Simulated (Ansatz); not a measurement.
Consider the substitution at a C–C bond: `CCC(C)C` + `[CH3][Zn][TeH]` → `[CH3][Zn][Te]C` + `CC(C)C`.

Isolated molecules relaxed with PBE0-D4/def2-TZVP in Ansatz; ΔE leaves out vibrations. CCSD(T)/CBS adds triple-zeta CCSD(T) − MP2 to the extrapolated MP2 energy (def2 sets, frozen cores). Functionals use def2-TZVPP. def2 core potentials past Kr. For Te, Zn outer-core shells are correlated without core-valence functions, which leaves a few kJ/mol of doubt a bond. Scalar relativity is left out up to krypton. Each species was taken in one conformer, which may not be the lowest.

`CCC(C)C`:

Z-matrix (Å, degrees):
```
C
C 1 1.519
H 1 1.094 2 111.0
H 1 1.092 2 112.0 3 120.3
H 1 1.092 2 111.1 3 -119.7
C 2 1.527 1 114.7 3 -56.1
H 2 1.098 1 109.7 3 -178.7
H 2 1.096 1 109.1 3 65.7
C 6 1.522 2 112.3 1 -62.6
C 6 1.522 2 110.4 1 173.6
H 6 1.099 2 107.5 1 56.0
H 9 1.092 6 112.2 2 60.5
H 9 1.095 6 110.5 2 -59.9
H 9 1.093 6 111.0 2 -179.2
H 10 1.093 6 111.4 2 -177.8
H 10 1.095 6 110.6 2 62.5
H 10 1.093 6 111.4 2 -57.2
```

`[CH3][Zn][TeH]`:

```xyz
7

C     1.199    0.043   -0.714
Zn   -0.389   -0.332    0.341
Te   -2.425   -0.817    1.695
H     1.214   -0.571   -1.617
H     1.215    1.094   -1.011
H     2.101   -0.166   -0.136
H    -2.914    0.749    1.443
```

`[CH3][Zn][Te]C`:

Cartesian coordinates in Å:
```
C -1.229 2.230 -0.504
Zn -0.775 0.588 0.435
Te -0.201 -1.513 1.641
C 1.351 -2.149 0.278
H -0.430 2.967 -0.402
H -1.388 2.034 -1.566
H -2.147 2.659 -0.094
H 1.726 -3.092 0.672
H 0.939 -2.307 -0.715
H 2.154 -1.418 0.254
```

`CC(C)C`:

Z-matrix (Å, degrees):
```
C
C 1 1.522
H 1 1.093 2 111.4
H 1 1.093 2 111.4 3 120.6
H 1 1.095 2 110.6 3 -119.7
C 2 1.522 1 111.0 3 -178.3
C 2 1.522 1 111.0 3 57.8
H 2 1.098 1 107.9 3 -60.2
H 6 1.093 2 111.4 1 178.4
H 6 1.095 2 110.6 1 -61.9
H 6 1.093 2 111.4 1 57.8
H 7 1.093 2 111.4 1 -178.3
H 7 1.095 2 110.6 1 62.0
H 7 1.093 2 111.4 1 -57.7
```

CCSD(T)/CBS gives +0.4 kcal/mol.

(1) Another level gave -0.6 kcal/mol. Which?
A. LDA (SPW92)/def2-TZVPP
B. PBE-QIDH/def2-TZVPP
C. SCS-MP2/def2-TZVPP
D. BLYP-D4/def2-TZVPP

Largest T1 diagnostic among the species: 0.013.

Results:

(1) D. BLYP-D4 -0.6, PBE-QIDH 1.5, SCS-MP2/def2-TZVPP 0.5, LDA (SPW92) 3.6 kcal/mol.

Leaving LDA and LC-ωPBE aside and taking each functional with its dispersion term where it has one, the values, not all of them listed here, spread over 2.6 kcal/mol, from BLYP-D4 to B97M-V. LDA lies +3.4 kcal/mol from PBE without D4. From BLYP to BHLYP (50 % exact exchange), in def2-TZVPP and without D4, ΔE moves by +2.5 kcal/mol. At CCSD(T), def2-SVP lies +4.8 kcal/mol from the extrapolated value and def2-TZVPP +1.0 kcal/mol.

CCSD(T)/CBS has its own doubt, a few kJ/mol and more with outer-core shells, so smaller differences from it don't rank the levels.
